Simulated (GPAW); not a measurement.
Crystal: GaN.

```xyz
4
Lattice="3.1800 0.0000 0.0000 -1.5900 2.7540 0.0000 0.0000 0.0000 5.1660" Properties=species:S:1:pos:R:3 pbc="T T T"
Ga    1.5900    0.9180    2.5830
Ga    0.0000    1.8360    0.0000
N     1.5900    0.9180    4.5203
N     0.0000    1.8360    1.9373
```

Base run:

```yaml
Program: GPAW 26.7.0
Functional: PBE
Potentials_or_basis: GPAW PAW data sets (gpaw-data 1.2.1)
Cutoff: 600 eV
Basis: pw
k_mesh: 8 × 8 × 4
Occupations: fermi-dirac, width 0.05 eV
Spin: no spin polarisation
```

Its results: band gap on the k mesh 2.05 eV, direct; pressure 9.7 GPa; largest force 0.181 eV/Å.

The run is repeated on the same cell with these changes: potentials or basis from GPAW PAW data sets (gpaw-data 1.2.1) to JTH PAW 2.0, PBE; cutoff from 600 eV to 800 eV; k mesh from 8 × 8 × 4 to 7 × 7 × 4; valence electrons from 16 to 36. What comes out?

Band gap on the k mesh 1.96 eV, direct; pressure 7.6 GPa; largest force 0.138 eV/Å.

Caveats: the cutoff is short for stress and forces, so pressures can be off by a GPa or more (some runs); the program truncates these outside data sets (some runs).
